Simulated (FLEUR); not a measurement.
Ag: equation of state with r2SCAN

The system is Ag.

```
CELL_PARAMETERS angstrom
2.88620 0.00000 0.00000
-1.44310 2.49952 0.00000
0.00000 0.00000 10.00000
ATOMIC_POSITIONS crystal
Ag 0.00000 0.00000 0.50000
Ag 0.00000 0.00000 0.00000
Ag 0.66667 0.33333 0.75000
Ag 0.33333 0.66667 0.25000
```

This isn't the form of Ag at room conditions, which is fcc.

```json
{
 "Program": "FLEUR MaX-R8.1 (later development tree)",
 "Task": "equation of state",
 "Functional": "r2SCAN",
 "Potentials or basis": "all-electron",
 "Basis": "FLAPW",
 "Kmax": "4.1 1/bohr",
 "k mesh": "11 × 11 × 3",
 "Occupations": "fermi-dirac, width 0.05 eV",
 "Spin": "no spin polarisation"
}
```

The equilibrium volume is 17.37 Å³/atom. The bulk modulus at fixed shape and positions is 102 GPa.

Energy against volume, from the lowest point:
| volume (Å³/atom) | energy (meV/atom) |
| --- | --- |
| 16.953 | 3.32 |
| 17.314 | 0.00 |
| 18.035 | 7.37 |
| 18.757 | 29.49 |
| 19.117 | 44.95 |

Caveat: the meta-GGA is that of a development version, with a GGA for the radial functions and cores and without core tails; the cell was scaled at fixed shape and fractional positions, which overstates the stiffness of a crystal with free parameters, most of all of layers and chains.
